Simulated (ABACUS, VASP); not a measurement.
Given: the input of a run of ABACUS 3.10.1 on Pt. 

INPUT

```
INPUT_PARAMETERS
suffix              Pt
calculation         cell-relax
basis_type          pw
pseudo_dir          ./
symmetry            1
dft_functional      pz
ecutwfc             40
pseudo_rcut         10
nspin               1
nbands              12
ks_solver           dav
smearing_method     fd
smearing_sigma      0.00367493
scf_thr             1e-08
scf_nmax            100
mixing_type         broyden
mixing_beta         0.7
cal_force           1
cal_stress          1
ecutrho             320
relax_nmax          60
force_thr_ev        0.02
relax_method        cg
out_stru            1
stress_thr          0.5
kpar                4
```

Contents of STRU:

```
ATOMIC_SPECIES
Pt 195.0840 pt_lda_v1.4.uspp.F.UPF

LATTICE_CONSTANT
5.2404588053

LATTICE_VECTORS
0.0000000000 0.7071067812 0.7071067812
0.7071067812 0.0000000000 0.7071067812
0.7071067812 0.7071067812 0.0000000000

ATOMIC_POSITIONS
Cartesian

Pt
0.0
1
0.0000000000 0.0000000000 0.0000000000 1 1 1
```

The input KPT:

```
K_POINTS
0
Gamma
10 10 10 0 0 0
```

Potentials or basis: GBRV ultrasoft 1.5 LDA, plane waves.

Launch:

```console
$ OMP_NUM_THREADS=1 mpirun -np 4 abacus > log
```

Question: What does the same run look like in VASP 6.6.1? Potentials or basis there: LDA PAW files Pt, 600 eV.

Answer: As run (cutoffs and basis follow the program's own potentials, and thresholds, step limits or extra output files can differ):

File INCAR:

```
SYSTEM = Pt
PREC = Accurate
ENCUT = 600
EDIFF = 1E-7
ISMEAR = -1
SIGMA = 0.05
LREAL = .FALSE.
LASPH = .TRUE.
NELM = 100
ALGO = Normal
ISIF = 3
LWAVE = .FALSE.
LCHARG = .FALSE.
IBRION = 2
NSW = 40
EDIFFG = -0.01
```

The input KPOINTS:

```
regular mesh
0
G
  10 10 10
  0 0 0
```

POSCAR

```
Pt
1.0
    0.0000000000      1.9609000000      1.9609000000
    1.9609000000      0.0000000000      1.9609000000
    1.9609000000      1.9609000000      0.0000000000
Pt
1
Direct
    0.0000000000      0.0000000000      0.0000000000
```

Potentials or basis: VASP PAW LDA potentials, release 64 (Pt).

Command:

```sh
$ cat potpaw_LDA.64/Pt/POTCAR > POTCAR
$ mpirun -np 1 vasp_std > vasp.out
```

Both were run:

|  | ABACUS | VASP |
| --- | --- | --- |
| Relaxed volume | 14.70 Å³/atom | 14.81 Å³/atom |
| Relaxed cell | a = 2.750 Å, b = 2.750 Å, c = 2.750 Å, α = 60.00°, β = 60.00°, γ = 60.00° | a = 2.757 Å, b = 2.757 Å, c = 2.757 Å, α = 60.00°, β = 60.00°, γ = 60.00° |
| Space group after relaxing | Fm-3m (No. 225) | Fm-3m (No. 225) |
| Pressure after relaxing | 0.0 GPa | 0.0 GPa |

The potentials hold 16 and 10 valence electrons a cell.

The two programs' LDA may be different fits to the electron gas.

Pressure is positive in compression.
